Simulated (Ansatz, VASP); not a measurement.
Pb: VASP beside Ansatz

```
Pb
1.0
     0.00000    2.46748    2.46748
     2.46748    0.00000    2.46748
     2.46748    2.46748    0.00000
Pb
1
Direct
  0.00000 0.00000 0.00000
```

Alike in both runs: functional PBEsol; k mesh 14 × 14 × 14; occupations gaussian, width 0.1 eV; no spin polarisation.

Ansatz relaxed the structure, and its values are those at the end. VASP's run is a single point on that final structure, the one shown.

|  | VASP | Ansatz |
| --- | --- | --- |
| version | VASP 6.6.1 | Ansatz 0.2.0 |
| potentials or method | VASP PAW PBE potentials, release 64 (Pb_d) | scalar-relativistic, plane waves, PAW |
| plane-wave cutoff (eV) | 520 | 420 |
| valence electrons in the cell | 14 | 14 |

|  | VASP | Ansatz | Ansatz less VASP |
| --- | --- | --- | --- |
| gap on the k mesh at the Fermi level (eV) | none | none | - |
| pressure (GPa) | 0.0 | 0.0 | +0.02 |

A gap of «none» marks a metal or a gap that the smearing closes. Ansatz warned: «pseudo_functional_mismatch».

Caveats: the PAW data sets were made with another functional, which shifts forces and pressure a little (VASP). The runs have no spin-orbit coupling, so splittings on Pb are missing.
